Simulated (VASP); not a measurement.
## Na: relaxation of the atoms with PBE+TS

Na:

```
Na
1.0
     4.05788    0.00000    0.00000
    -2.02894    3.51423    0.00000
     0.00000    0.00000    6.62920
Na
2
Direct
  0.66667 0.33333 0.75000
  0.33333 0.66667 0.25000
```

This isn't the form of Na at room conditions, which is bcc.

The cell isn't the ideal one: volume scaled by 1.25.

```
Program                : VASP 6.6.1
Task                   : relaxation of the atoms
Functional             : PBE
Dispersion             : TS
Potentials or basis    : VASP PAW PBE potentials, release 64 (Na_pv)
Cutoff                 : 520 eV
k mesh                 : 8 × 8 × 5
Occupations            : methfessel-paxton, width 0.1 eV
Spin                   : no spin polarisation
Further INCAR settings : ALGO = Normal; EDIFF = 1e-06; IBRION = 2; EDIFFG = -0.02; NSW = 60
```

The pressure after relaxing is -6.3 GPa, the band gap on the k mesh is none (metal or under the smearing width) and the dispersion energy per atom is -1.398 eV.

Stress tensor (GPa, compression positive):
```
-6.20  0.00  0.00
 0.00 -6.20  0.00
 0.00  0.00 -6.46
```

Final structure:
```
Na
1.0
     4.05788    0.00000    0.00000
    -2.02894    3.51423    0.00000
     0.00000    0.00000    6.62920
Na
2
Direct
  0.66667 0.33333 0.75000
  0.33333 0.66667 0.25000
```

Levels at points of the mesh, in eV from the Fermi level:
```
           k point  band 3  band 4  band 5  band 6  band 7  band 8  band 9  band 10  band 11
(0.00, 0.00, 0.00)  -25.07  -25.07  -25.07  -25.07   -2.76    0.59    0.77     8.75     8.82
(0.50, 0.00, 0.00)  -25.08  -25.08  -25.07  -25.07    0.30    0.30    3.40     3.53     3.69
```

It took 10 s on 1 thread of Intel(R) Xeon(R) 6975P-C (Granite Rapids), with other jobs on the host, peak memory 0.19 GiB.

Caveat: the relaxation stopped at its first step, so nothing moved; atom-pairwise D2, TS and ULG terms overbind metals; pairwise dispersion overbinds metals, which lowers pressure and volume.
